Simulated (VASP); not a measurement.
Wanted: the native input for a VASP 6.6.1 run.

| Quantity | Value |
| --- | --- |
| Task | single point |
| Functional | PBE |
| Potentials or basis | VASP PAW PBE potentials, release 64 (Se, Li_sv) |
| Cutoff | 520 eV |
| k mesh | 8 × 8 × 8 |
| Occupations | gaussian, width 0.021 eV |
| Spin | no spin polarisation |
| Further INCAR settings | ALGO = Normal; EDIFF = 1e-06 |

The structure of Li2Se lies in POSCAR:

```
Li2Se
1.0
    0.0000000000      3.0025000000      3.0025000000
    3.0025000000      0.0000000000      3.0025000000
    3.0025000000      3.0025000000      0.0000000000
Se Li
1 2
Direct
    0.0000000000      0.0000000000      0.0000000000
    0.7500000000      0.7500000000      0.7500000000
    0.2500000000      0.2500000000      0.2500000000
```

The input as run:

INCAR

```
PREC = Accurate ; ENCUT = 520
EDIFF = 1E-6 ; ISMEAR = 0
SIGMA = 0.020999999999999998 ; LREAL = False
LASPH = True ; NELM = 80
ALGO = Normal ; ISIF = 2
LWAVE = False ; LCHARG = True
GGA = PE ; LELF = True
LVHAR = True
```

KPOINTS

```
regular mesh
0
Gamma
  8 8 8
```

Potentials or basis: VASP PAW PBE potentials, release 64 (Se, Li_sv).

Run with:

```bash
$ cat potpaw_PBE.64/Se/POTCAR potpaw_PBE.64/Li_sv/POTCAR > POTCAR
$ mpirun -np 1 vasp_std > vasp.out
```

Results of the run:

- Band gap on the k mesh: 2.97 eV, indirect (least direct gap 3.39 eV)

Run time: 11 s on 1 thread of AMD EPYC 9R45 96-Core Processor (Zen 5), with other jobs on the host, peak memory 0.15 GiB.
